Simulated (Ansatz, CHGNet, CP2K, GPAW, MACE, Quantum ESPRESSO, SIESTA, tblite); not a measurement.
**Other levels on twisted 2H-MoSe2/1T-TaS2 bilayer, 21.79° (42 atoms)**

The cell holds 42 atoms: 7 Mo, 14 Se, 7 Ta and 14 S. Cell: a = 8.797 Å, b = 8.797 Å, c = 21.570 Å, α = 90.0°, β = 90.0°, γ = 120.0°. 2H-MoSe2 (a = 3.29 Å) under 1T-TaS2 (a = 3.36 Å), bilayer, commensurate cell of 7 unit cells a layer, twist 21.79 deg, both strained to the mean lattice constant; facing planes 3.17 Å apart; 12 Å of vacuum; layers as built, displaced by a Gaussian of 0.01 Å. Then every atom was moved at random, 0.03 Å r.m.s. a Cartesian component. Regions: layer 1, 21 atoms (7 Mo and 14 Se); layer 2, 21 atoms (7 Ta and 14 S). Vacuum lies along c.

Geometry: as built.

The reference, a calculation:

| Item | Value |
| --- | --- |
| method | Kohn-Sham DFT, PBE, SSSP efficiency 1.3.0 pseudopotentials, plane waves (Quantum ESPRESSO 7.5); sssp-pbe-1.3.0-efficiency, cutoffs 45/360 Ry, Γ point |
| r.m.s. force component | 0.4471 eV/Å |
| longest force | 1.447 eV/Å |
| time | 3.4 min on 4 MPI ranks of Arm Neoverse V2, shared host |
| CPU time | 14 min |

Runs, in no order:
A. GPAW PBE, LCAO dzp, h 0.25 Å: Kohn-Sham DFT, PBE, PAW, atomic orbitals (dzp)
B. QE PBE, sssp-1.3.0-efficiency, 45/360 Ry, rmm-davidson: Kohn-Sham DFT, PBE, SSSP efficiency 1.3.0 pseudopotentials, plane waves
C. CP2K PBE, TZV2P-UZH, 600/60 Ry, diagonalisation: Kohn-Sham DFT, PBE, GTH-PBE pseudopotentials, Gaussian and plane waves, TZV2P-MOLOPT (UZH set), diagonalisation
D. CP2K PBE, DZVP-UZH, 600/60 Ry, diagonalisation: Kohn-Sham DFT, PBE, GTH-PBE pseudopotentials, Gaussian and plane waves, DZVP-MOLOPT (UZH set), diagonalisation
E. GPAW PBE, LCAO szp(dzp), h 0.2 Å: Kohn-Sham DFT, PBE, PAW, atomic orbitals (szp(dzp))

Q: Order them from the smallest to the largest r.m.s. force difference.

B, C, D, A, E.

| run | Δ force, r.m.s. (meV/Å) | share of r.m.s. force (%) | CPU time |
| --- | --- | --- | --- |
| B. QE PBE, sssp-1.3.0-efficiency, 45/360 Ry, rmm-davidson | 0.237 | 0.053 | 14 min |
| C. CP2K PBE, TZV2P-UZH, 600/60 Ry, diagonalisation | 62.8 | 14.0 | 16 min |
| D. CP2K PBE, DZVP-UZH, 600/60 Ry, diagonalisation | 101 | 22.6 | 10 min |
| A. GPAW PBE, LCAO dzp, h 0.25 Å | 142 | 31.7 | 87 s |
| E. GPAW PBE, LCAO szp(dzp), h 0.2 Å | 201 | 44.9 | 1.8 min |

The electron count is odd in these runs, and they have no spin polarisation, so the unpaired electron is spread evenly over both spins. The electronic-structure runs sample only Γ, in a cell whose shortest periodic width is 8 Å, which is coarse for a cell with partly filled levels.

[Hosts, paths, dates, database ids (printed as entryN), source tags and the programs' standing remarks are cut or masked in the printed files.]
